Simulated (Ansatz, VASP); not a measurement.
Two plane-wave programs on MgS

```
CELL_PARAMETERS angstrom
2.50299 2.50299 0.00000
-2.50299 2.50299 0.00000
0.00000 2.50299 2.50299
ATOMIC_POSITIONS crystal
Mg 0.00000 0.00000 0.00000
S 0.50000 0.50000 0.00000
```

Alike in both runs: functional PBEsol; k mesh 8 × 8 × 8; no spin polarisation.

Ansatz relaxed the structure, and its values are those at the end. VASP's run is a single point on that final structure, the one shown.

```csv
,VASP,Ansatz
version,VASP 6.6.1,Ansatz 0.2.0
potentials or method,"VASP PAW PBE potentials, release 64 (Mg, S)","PAW with Ansatz's default frozen-core files, scalar-relativistic"
plane-wave cutoff (eV),520,420
occupations,"gaussian, width 0.01 eV",fixed
valence electrons in the cell,8,16
```

|  | VASP | Ansatz | Ansatz less VASP |
| --- | --- | --- | --- |
| pressure (GPa) | 9.8 | 10.0 | +0.16 |

The two sets of potentials don't hold the same shells in valence.

Caveats: the PAW data sets were made with another functional, which shifts forces and pressure a little (VASP). A k mesh can miss the band edges.
